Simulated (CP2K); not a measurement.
ZrB2 in CP2K: the effect of functional

ZrB2:

```
Zr B
1.0
     3.17000    0.00000    0.00000
    -1.58500    2.74530    0.00000
     0.00000    0.00000    3.53300
Zr B
1 2
Direct
  0.00000 0.00000 0.00000
  0.66667 0.33333 0.50000
  0.33333 0.66667 0.50000
```

Alike in all runs:

```yaml
Program: CP2K 2026.2
Task: single point
Potentials_or_basis: POTENTIAL_UZH Zr GTH-PBE-q12, B GTH-PBE-q3; TZVP-MOLOPT-PBE-GTH basis
Density_cutoff: 9524 eV
k_mesh: 10 × 10 × 8
Occupations: fermi-dirac, width 0.05 eV
Spin: no spin polarisation
```

```csv
functional,pressure (GPa)
LDA,-3.3
PBEsol,-1.5
BLYP,8.7
PW91,?
HLE16,-47.0
MS2,0.3
```

What does the run with functional PW91 give?

Pressure 2.4 GPa.

Caveats: the potentials were made for another functional, which shifts forces and pressure; the basis of atomic orbitals isn't converged, which shifts pressures, moduli and gaps; the potentials were made for a functional far from this one (some runs); the cell as given lies far from equilibrium (some runs).

Runs at the PBE level aren't shown here.
